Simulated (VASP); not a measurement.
The system is Ag.

```
Ag
1.0
     0.00000    2.04275    2.04275
     2.04275    0.00000    2.04275
     2.04275    2.04275    0.00000
Ag
1
Direct
  0.00000 0.00000 0.00000
```

- Program: VASP 6.6.1
- Task: relaxation of cell and atoms
- Functional: PBE
- Potentials or basis: VASP PAW PBE potentials, release 64 (Ag)
- Cutoff: 600 eV
- k mesh: 11 × 11 × 11
- Occupations: fermi-dirac, width 0.05 eV
- Spin: no spin polarisation

At the start: pressure 4.2 GPa; volume 17.05 Å³/atom.

How do energy, volume and symmetry change on relaxing?

Over 3 steps the energy falls by 9.1 meV/atom and the volume is 17.77 Å³/atom (+4.2 %); space group Fm-3m (No. 225, to 0.05 Å).

The path:
| step | energy change (eV) | largest force (eV/Å) | pressure (GPa) | volume (Å³) |
| --- | --- | --- | --- | --- |
| 1 | 0.0000 | 0.0000 | 4.23 | 17.05 |
| 2 | -0.0065 | 0.0000 | -1.91 | 18.18 |
| 3 | -0.0091 | 0.0000 | 0.01 | 17.77 |

Final structure:
```
Ag
1.0
     0.00000    2.07121    2.07121
     2.07121    0.00000    2.07121
     2.07121    2.07121    0.00000
Ag
1
Direct
  0.00000 0.00000 0.00000
```
